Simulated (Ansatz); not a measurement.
**Relaxing K**

Computed with Ansatz, DFT PBE, scalar-relativistic, plane waves, PAW.

The start puts K on the beta-tin structure type (I4_1/amd, No. 141), at a guessed volume.

Input of the last, converged step (default PAW datasets):

```yaml
crystal:
  lattice:
    - [-4.1602502117, 4.1602502117, 2.2694932864]
    - [4.1602502117, -4.1602502117, 2.2694932864]
    - [4.1602502117, 4.1602502117, -2.2694932864]
  atoms:
    - { symbol: K, position: [0.0, 0.0, 0.0] }
    - { symbol: K, position: [0.75, 0.25, 0.5] }
basis:
  ecutwfc: 420
kpoints:
  mp_grid: { grid: [14, 14, 14] }
hamiltonian:
  xc: pbe
scf:
  occupations: { method: gaussian, width: 0.1 }
output:
  forces: true
  stress: true
  eigenvalues: true
relax:
  adjacent_minimum: "off"
  f_tol: 0.01
  max_steps: 80
  cell: { stress_tol: 0.05 }
```

It can be run as:

```bash
ansatz run input.yaml --threads 1 --pin off --backend cpu --events-out ev --progress --plain --runs-dir out  # memory cap (--max-ram) not shown
```

End of the output:

```
SCF converged after 6 iterations
Free energy (F): -3075.442914 eV
Harris-Foulkes:  -3075.442914 eV  (|F-HF|=0.00e0)
Internal energy: -3075.434121 eV  (E = F + TS)
E sigma→0 (E₀):  -3075.438517 eV
Entropy (-TS):   -0.008793 eV (-4.397 meV/atom)
Fermi energy:    1.631494 eV
--- Per-component energies (eV) ---
  E_band       = -290.218627
  E_kinetic    = 504.278089
  E_local      = -1541.393522  (includes V_loc(G=0)·N_el)
  E_nonlocal   = 25.900768
  E_hartree    = 552.387767
  E_xc         = -267.441233
  E_vxc        = -325.980667  (∫ρ·V_xc dr)
  E_paw        = -1563.699693  (= ΣΔE_a)
  E_vpaw       = -57.798829  (= ΣTr[D̂ρ^β])
  E_aug_tail   = -0.000007  (compensation charges beyond the density's cutoff)
  E_ewald      = -785.466290
  E_smearing   = -0.008793  (= −TS)
  E_closure    =  0.000000  (closes the sum)
  Σ components = -3075.442914   (vs F -3075.442914, Δ=0.00e0)
--- Forces (eV/Å), atoms counted from 1 ---
  atom   1  K      0.00000000     0.00000000     0.00000000
  atom   2  K      0.00000000     0.00000000     0.00000000
  max |Σ_I F_I| component: 1.76e-19 eV/Å
--- Stress (GPa, compression-positive) ---
        0.007376       0.000000       0.000000
        0.000000       0.007376       0.000000
        0.000000       0.000000      -0.000362
  P = ⅓ Tr σ = 0.0048 GPa (0.048 kbar)
--- Relaxed structure (3 steps of the walk, 3 accepted, 1 SCFs on fresh bases) ---
  F+E_penalty+E_count = -3075.44291398 eV   max|allowed force component| = 1.897e-19 eV/Å   (the final SCF, on the basis selected at the relaxed cell)
  cell:  # Å, volume = 152.9166 Å³
    - [-4.132559, 4.132559, 2.238496]
    - [4.132559, -4.132559, 2.238496]
    - [4.132559, 4.132559, -2.238496]
  atoms:
    - { symbol: K, position: [0.000000, 0.000000, 0.000000] }
    - { symbol: K, position: [0.75, 0.250000, 0.500000] }
```

Absolute energies hang on the potentials; compare differences alone.

The result has space group I4_1/amd (No. 141). Around K lie 6 K at 4.28–4.48 Å.

It lies 0.06 eV/atom above the element's standard state at the same level.

The k mesh leaves about 4 meV/atom of noise in metals.

A structure relaxed within its symmetry needn't be a true minimum.